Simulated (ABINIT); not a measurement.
The system is PbS (Galena).

```xyz
2
Lattice="0.0000 2.9657 2.9657 2.9657 0.0000 2.9657 2.9657 2.9657 0.0000" Properties=species:S:1:pos:R:3 pbc="T T T"
Pb    0.0000    0.0000    0.0000
S     2.9657    2.9657    2.9657
```

Base run:

```yaml
Program: ABINIT 10.8.3 (patched build)
Functional: HSE06
Potentials_or_basis: SPMS NC PBE v1.0
Cutoff: 490 eV
k_mesh: 6 × 6 × 6
Occupations: fixed
Spin: no spin polarisation
```

Its results: band gap on the k mesh 0.74 eV, direct; pressure -0.1 GPa.

The run is repeated on the same cell with these changes: functional from HSE06 to PBE. What comes out?

Band gap on the k mesh 0.38 eV, direct; pressure 2.0 GPa.

HSE06 gives the wider gap, since exact exchange removes part of the self-interaction.

Caveats: spin-orbit coupling is left out, which as a rule narrows the gap of such compounds by several tenths of an eV; Libxc's HSE differs a little from that of other programs (some runs); the potentials were made for another functional, which shifts forces and pressure (some runs).

A k mesh can miss the band edges.
